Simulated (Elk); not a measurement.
An Elk run on Ag with settings drawn from a wide range, so not all are converged; totals and levels move with the basis, and no second program has checked them. Computed with Elk 11.2.3 with local patches, DFT, AM05, all-electron APW+lo, Dirac cores, scalar-relativistic bands with second-variational spin-orbit coupling. Elk's input is in atomic units.

Command: `OMP_NUM_THREADS=1 elk` The run took 0.02 s on 1 thread of Arm Neoverse V1 (shared host), peak memory 0.04 GiB.

```
tasks
  0
  110
  115

xctype
  30

rgkmax
  8.5

gmaxvr
  18

lmaxapw
  8

lmaxo
  7

lmaxi
  2

nrmtscf
  2.5

nempty
  4

epspot
  1e-06

epsengy
  1e-05

maxscl
  100

swidth
  0.004

stype
  3

lradstp
  4

mixtype
  1

hmaxvr
  4

tforce
  .false.

spinorb
  .true.

sppath
  './'

avec
  5.55891791757 0.00000000000 0.00000000000
  -2.77945895879 4.81416413417 0.00000000000
  0.00000000000 0.00000000000 8.94369495342

atoms
  1
  'Ag.in'
  2
  0.333333333333 0.666666666667 0.250000000000   0.000 0.000 0.000
  0.666666666667 0.333333333333 0.750000000000   0.000 0.000 0.000

ngridk
  10 10 6
```

Muffin-tin radii in the species files: Ag 2.14 bohr.

The cell is the one relaxed in the Materials Project (mp-10597), not relaxed further here; entries there can be hypothetical. The listed cell was then made from it by scaling, straining or moving an atom.

Q: What does the run give?

A: It refused before any iteration.
```
Error(init0): requested spin-polarised run with spin-unpolarised
 exchange-correlation functional
```
